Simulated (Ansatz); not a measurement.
# ZnAu: the cost of one run

Program: Ansatz 0.2.0. Level of theory: DFT PBEsol, scalar-relativistic, plane waves, PAW. These are calculated values, not measurements.

**1. The structure to begin with**

It takes space group Pm-3m (No. 221, cubic). The conventional cell has a = 3.147 Å, b = 3.147 Å, c = 3.147 Å, α = 90.00°, β = 90.00°, γ = 90.00°. Around Zn (site symmetry m-3m) lie 8 Au at 2.73 Å. Au (site symmetry m-3m) has 8 Zn at 2.73 Å in its first shell of neighbours.

Coordinates:

```cif
data_structure
_symmetry_space_group_name_H-M 'P 1'
_symmetry_Int_Tables_number 1
_cell_length_a 3.1470
_cell_length_b 3.1470
_cell_length_c 3.1470
_cell_angle_alpha 90.000
_cell_angle_beta 90.000
_cell_angle_gamma 90.000
_cell_volume 31.17
loop_
_atom_site_label
_atom_site_type_symbol
_atom_site_fract_x
_atom_site_fract_y
_atom_site_fract_z
_atom_site_occupancy
Zn1 Zn 0.50000 0.50000 0.50000 1
Au1 Au 0.00000 0.00000 0.00000 1
```

No relaxation comes first: the listed cell is the starting point.

**2. Zero of energy**

Reference values: F = -16288.4532 eV; pressure -2.45 GPa; largest force 0.000 eV/Å; gap on the mesh none (metal). It was computed beforehand with the settings of the runs below.

**3. Next: a sublattice displacement scan**

Every Au atom is moved by x along the Cartesian unit vector (0.707, -0.707, 0.000); the cell and all other atoms stay fixed. Forces below are components along that vector, summed over the moved atoms.

**4. Point x = -0.300 Å**

File input.yaml:

```yaml
crystal:
  lattice:
    - [3.147, 0.0, 0.0]
    - [0.0, 3.147, 0.0]
    - [0.0, 0.0, 3.147]
  atoms:
    - { symbol: Zn, position: [0.5, 0.5, 0.5] }
    - { symbol: Au, position: [-0.0674077008, 0.0674077008, 0.0] }
basis:
  ecutwfc: 420
kpoints:
  mp_grid: { grid: [16, 16, 16] }
hamiltonian:
  xc: pbesol
scf:
  occupations: { method: gaussian, width: 0.15 }
output:
  forces: true
  stress: true
  eigenvalues: true
```

On the command line:

```
> ansatz run input.yaml --threads 1 --pin off --max-ram 2560MiB --backend cpu --events-out ev --progress --plain --runs-dir out
```

**Question.** How long does this run take on 1 thread of Arm Neoverse V1, shared host, and how much memory does it need?

About 36 s, with a peak of 0.66 GiB.
